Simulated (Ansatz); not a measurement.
Crystal: Sb, diamond type, 2 atoms in the cell.

These are results of PBE, plane waves, PAW datasets (generated hard set) (Ansatz), not measurements.

Cutoff 700 eV; k-mesh 9×9×9 Γ-centred; Fermi–Dirac smearing of 0.0612 eV; no spin polarisation; no spin–orbit coupling.

Task: What equilibrium volume, lattice constant and bulk modulus does this give?

Result: V₀ = 42.852 Å³/atom (a₀ = 6.999 Å), B₀ = 31.2 GPa, B₀′ = 3.87. The points behind the fit:

| V (Å³/atom) | a (Å) | E − E(min) (meV/atom) | P (GPa) |
| --- | --- | --- | --- |
| 40.211 | 6.8519 | 17.54 | 2.24 |
| 41.067 | 6.9002 | 7.74 | 1.44 |
| 41.922 | 6.9478 | 2.02 | 0.71 |
| 42.778 | 6.9947 | 0.00 | 0.05 |
| 43.633 | 7.0410 | 1.34 | -0.54 |
| 44.489 | 7.0867 | 5.72 | -1.09 |
| 45.344 | 7.1319 | 12.86 | -1.58 |

The published all-electron PBE values for this crystal (mean of FLEUR and WIEN2k, k-spacing 0.06 Å⁻¹; Bosoni et al., Nat. Rev. Phys. 6, 45 (2024)) are V₀ = 42.683 Å³/atom, B₀ = 31.1 GPa, B₀′ = 4.06. This run's mesh is coarser (spacing 0.17 Å⁻¹), so part of any difference comes from k-sampling.

The stress includes the program's correction for the finite plane-wave basis.

This cubic structure is a model: it isn't the usual form of the substance at ambient conditions, and such phases are metastable or hypothetical. The k-mesh is modest, so these values aren't fully converged in k.
